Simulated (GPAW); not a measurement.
Crystal: SiC (Moissanite).

```
CELL_PARAMETERS angstrom
3.07600 0.00000 0.00000
-1.53800 2.66389 0.00000
0.00000 0.00000 5.04800
ATOMIC_POSITIONS crystal
Si 0.66667 0.33333 0.50000
Si 0.33333 0.66667 0.00000
C 0.66667 0.33333 0.88500
C 0.33333 0.66667 0.38500
```

Program: GPAW 26.7.0. Alike in all runs: task band structure; no spin polarisation; cell as given; k mesh 9 × 9 × 5; cutoff (eV) 800; smearing fermi-dirac 0.05 eV.

Task: Order these runs on this cell by their pressure, lowest first.
A. level r2SCAN; potentials or basis GPAW PAW data sets (gpaw-data 1.2.1), pw
B. level LDA; potentials or basis the program's PAW data sets (release 1.2.1) made for this functional, pw
C. level PBE; potentials or basis GPAW PAW data sets (gpaw-data 1.2.1), pw
D. level revPBE; potentials or basis the program's PAW data sets (release 1.2.1) made for this functional, pw

Result: B (-2.8 GPa), A (1.4 GPa), C (5.0 GPa), D (7.4 GPa).

Caveats: the PAW data sets were made with another functional, which shifts forces and pressure a little (some runs).
